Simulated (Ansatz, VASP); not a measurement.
# Cross-check of Ta (linear Ta chain) between VASP and Ansatz, part 2 of 2

One calculation is typed for both programs; each brings its own data sets. How far apart do they land? The cell is taken from a series of runs on this material, whose earlier steps may have relaxed, scaled, displaced or heated it; both programs get it as it stands.

VASP 6.6.1 and Ansatz 0.2.0.

So far: The structure; Ansatz: single point, PBE, pair 1; VASP: single point, PBE, pair 1; Differences; Ansatz: single point, PBE, pair 2.

### Step 6. VASP: single point, PBE, pair 2

Level of this step: PBE, spin-polarised from a ferromagnetic start; plane waves and PAW (Ta_pv) (VASP).

The same cell, functional, mesh and smearing now go to VASP, with its own data sets.

Contents of INCAR:

```
SYSTEM = Ta
PREC = Accurate
ENCUT = 500
EDIFF = 1E-06
NELM = 200
ISMEAR = -1
SIGMA = 0.05
LREAL = .FALSE.
ALGO = Normal
GGA = PE
NBANDS = 13
ISPIN = 2
MAGMOM = 0.53
LASPH = .TRUE.
LMAXMIX = 4
LORBIT = 11
LWAVE = .FALSE.
LCHARG = .FALSE.
ISIF = 2
GGA_COMPAT = .FALSE.
```

Contents of POSCAR:

```
Ta
1.0
    7.5000000000      0.0000000000      0.0000000000
    0.0000000000      7.5000000000      0.0000000000
    0.0000000000      0.0000000000      2.5205716466
Ta
1
Direct
    0.5000000000      0.5000000000      0.0000000000
```

Contents of KPOINTS:

```
Automatic mesh
0
Gamma
1 1 32
0 0 0
```

Potentials, in the order of the species: Ta_pv (PBE family, release 64).

Run with:

```sh
$ mpirun -np 1 vasp_std
```

Numbers of over 12 decimals in the logs are rounded to 6 here.

The log of the run:

```text
[... set-up lines as in an earlier step ...]
 entering main loop
       N       E                     dE             d eps       ncg     rms          rms(c)
DAV:   1     0.278043092630E+02    0.27804E+02   -0.54322E+03  1156   0.561E+02
DAV:   2    -0.482340959148E+01   -0.32628E+02   -0.29139E+02  1233   0.111E+02
DAV:   3    -0.720241159458E+01   -0.23790E+01   -0.22568E+01  1174   0.224E+01
DAV:   4    -0.723926048002E+01   -0.36849E-01   -0.36727E-01   982   0.307E+00
[...]
DAV:  15    -0.665294266108E+01   -0.11748E-04   -0.20101E-05   884   0.234E-02    0.533E-03
DAV:  16    -0.665293728241E+01    0.53787E-05   -0.18334E-05   884   0.239E-02    0.232E-03
DAV:  17    -0.665293730114E+01   -0.18728E-07   -0.51426E-06   884   0.133E-02
   1 F= -.66529373E+01 E0= -.66442405E+01  d E =-.173936E-01  mag=     1.1360
```

OUTCAR, selected parts (step 6):

```text
  Total       -0.2620488     -0.2620488     -2.6791593      0.0000000      0.0000000      0.0000000
  in kB       -2.9612234     -2.9612234    -30.2752367      0.0000000      0.0000000      0.0000000
  external PRESSURE =     -12.0658945 kB  Pullay stress =       0.0000000 kB

  FREE ENERGIE OF THE ION-ELECTRON SYSTEM (eV)
  ---------------------------------------------------
  free  energy   TOTEN  =        -6.6529373011 eV

  energy  without entropy=       -6.6355437161  energy(sigma->0) =       -6.64424051

 magnetization (x)
# of ion       s       p       d       tot
------------------------------------------
    1        0.024   0.009   0.653   0.686

[... 1 part as in an earlier step ...]

[... 3 further parts left out ...]
[key lines of the parts left out:]
E-fermi :  -2.6047
```

### Step 7. Differences

What differs besides the data sets and the points named for the pairs above, as far as they apply: the data sets hold 13 valence electrons in Ansatz (on its default PAW (the set named soft_2) files) and 11 in VASP. Total energies have different zeros and are not compared.

Compared:

```tsv
quantity	Ansatz	VASP	difference
pressure (GPa)	-1.22	-1.21	-0.01
total moment (μB)	1.14	1.14	0.00
moment on Ta1 (μB)	0.53	0.69	-0.15
```

### Step 8. Ansatz: single point, PBE, pair 3

With cell and atoms fixed, the geometry can't cause a difference; cores, projectors, grids and the points listed under the comparison can. The cell compared in this pair holds 147.24 Å³, against 141.78 Å³ for the pair before.

The cell is taken from a series of runs on this material, whose earlier steps may have relaxed, scaled, displaced or heated it; both programs get it as it stands.

Contents of input.yaml:

```yaml
crystal:
  lattice:
    - [7.5, 0.0, 0.0]
    - [0.0, 7.5, 0.0]
    - [0.0, 0.0, 2.61751671]
  atoms:
    - { symbol: Ta, position: [0.5, 0.5, 0.0], spin: 0.49 }
magnetization:
  spin_polarized: true
kpoints:
  mp_grid: { grid: [1, 1, 31] }
scf:
  occupations: { method: fermi_dirac, width: 0.05 }
hamiltonian:
  xc: pbe
output:
  transmission:
    e_range: [-2, 2]
    de: 0.035
    kmesh: [1, 1]
    reduced_basis: true
    leads: [[0, 0]]
  stress: true
```

Run with:

```sh
$ ansatz run input.yaml --threads 4 --pin off --max-ram 8192MiB --backend cpu --events-out ev --progress --plain --runs-dir out
```

The log of the run:

```text
[...]
Crystal: 1 atoms, lattice volume = 147.235 Å³
Basis set: ecut = 420 eV, 2897 PW (Γ)
Bands: 11, of which v1, the nominal top of the filled ones, is band 7 counted from 1 (6 counted from 0)
Symmetry: 16 space group operations
[...]
k-points: 16 of 31
[...]
Starting moments: Σ|m| = 0.49 μB on 1 of 1 site
[...]
--- Transmission ---
  basis      : 497 plane waves across, 4 finite elements along
  points     : 1, standing for a mesh of 1 x 1
[...]
crystal 0  : Ta1, at the sites [0, 0], period 2.6175 Å: whole cells are its period
[...]
filled         : 9.4 meV over the level at which it is neutral
    channels       : 6.000000e0 up, 4.000000e0 down
[...]
[key lines of the parts left out:]
SCF converged after 10 iterations
Magnetization: 1.1974 μB (7.0987 up, 5.9013 down)
Free energy (F): -9926.937957 eV
Fermi energy:    -1.056579 eV
P = ⅓ Tr σ = -1.9102 GPa (-19.102 kbar)
```

### Step 9. VASP: single point, PBE, pair 3

The same cell, functional, mesh and smearing now go to VASP, with its own data sets.

INCAR, as its differences from that of step 6:

```diff
@@ -12,3 +12,3 @@
 ISPIN = 2
-MAGMOM = 0.53
+MAGMOM = 0.6
 LASPH = .TRUE.
```

POSCAR, as its differences from that of step 6:

```diff
@@ -4,3 +4,3 @@
     0.0000000000      7.5000000000      0.0000000000
-    0.0000000000      0.0000000000      2.5205716466
+    0.0000000000      0.0000000000      2.6175167100
 Ta
```

Contents of KPOINTS:

```
Automatic mesh
0
Gamma
1 1 31
0 0 0
```

Run with:

```sh
$ mpirun -np 1 vasp_std
```

The log of the run:

```text
[... set-up lines as in an earlier step ...]
 entering main loop
       N       E                     dE             d eps       ncg     rms          rms(c)
DAV:   1     0.258475288619E+02    0.25848E+02   -0.54441E+03  1096   0.563E+02
DAV:   2    -0.466642369524E+01   -0.30514E+02   -0.27892E+02  1052   0.109E+02
DAV:   3    -0.706019870448E+01   -0.23938E+01   -0.22000E+01  1115   0.222E+01
DAV:   4    -0.710580959541E+01   -0.45611E-01   -0.45155E-01   888   0.313E+00
[...]
DAV:  14    -0.651170008767E+01   -0.85261E-05   -0.29433E-05   832   0.265E-02    0.496E-03
DAV:  15    -0.651170127649E+01   -0.11888E-05   -0.52604E-06   842   0.134E-02    0.334E-03
DAV:  16    -0.651170052146E+01    0.75503E-06   -0.50539E-06   837   0.993E-03
   1 F= -.65117005E+01 E0= -.65017893E+01  d E =-.198224E-01  mag=     1.2011
```

Parts of OUTCAR (step 9):

```text
  Total       -0.2710265     -0.2710265     -4.7229896     -0.0000000      0.0000000     -0.0000000
  in kB       -2.9492420     -2.9492420    -51.3943742     -0.0000000      0.0000000     -0.0000000
  external PRESSURE =     -19.0976194 kB  Pullay stress =       0.0000000 kB

  FREE ENERGIE OF THE ION-ELECTRON SYSTEM (eV)
  ---------------------------------------------------
  free  energy   TOTEN  =        -6.5117005215 eV

  energy  without entropy=       -6.4918781244  energy(sigma->0) =       -6.50178932

 magnetization (x)
# of ion       s       p       d       tot
------------------------------------------
    1        0.030   0.009   0.686   0.725

[... 1 part as in an earlier step ...]

[... 3 further parts left out ...]
[key lines of the parts left out:]
E-fermi :  -2.6729
```

### Step 10. Comparison

What differs besides the data sets and the points named for the pairs above, as far as they apply: the data sets hold 13 valence electrons in Ansatz (on its default PAW (the set named soft_2) files) and 11 in VASP. Total energies have different zeros and are not compared.

The two programs side by side:

```tsv
quantity	Ansatz	VASP	difference
pressure (GPa)	-1.91	-1.91	0.00
total moment (μB)	1.20	1.20	0.00
moment on Ta1 (μB)	0.60	0.72	-0.12
```

### Step 11. What came out

| Item | Value |
| --- | --- |
| difference in total moment (single point, PBE, pair 1) | 0.0056 μB |
| difference in total moment (single point, PBE, pair 2) | -5.1e-4 μB |
| difference in total moment (single point, PBE, pair 3) | -0.0037 μB |

**Reading.** The difference in total moment is 0.0056 μB (single point, PBE, pair 1). The data sets hold unlike numbers of valence electrons (13 in Ansatz and 11 in VASP), so part of the differences comes from the potentials. 5 further runs of this series are not shown here. How closely two codes agree says nothing of how well the functional describes the real material.

[Lines on the potential files, build, host, timing and source positions are cut from VASP's logs without a mark.]

[Logs are printed without paths, hosts, clocks, repeated set-up lines and the standing remarks that a program may print on its own settings, such as how far it seeks lower states.]

[Hosts, paths, dates, database ids (printed as entryN), source tags and the programs' standing remarks are cut or masked in the printed files.]
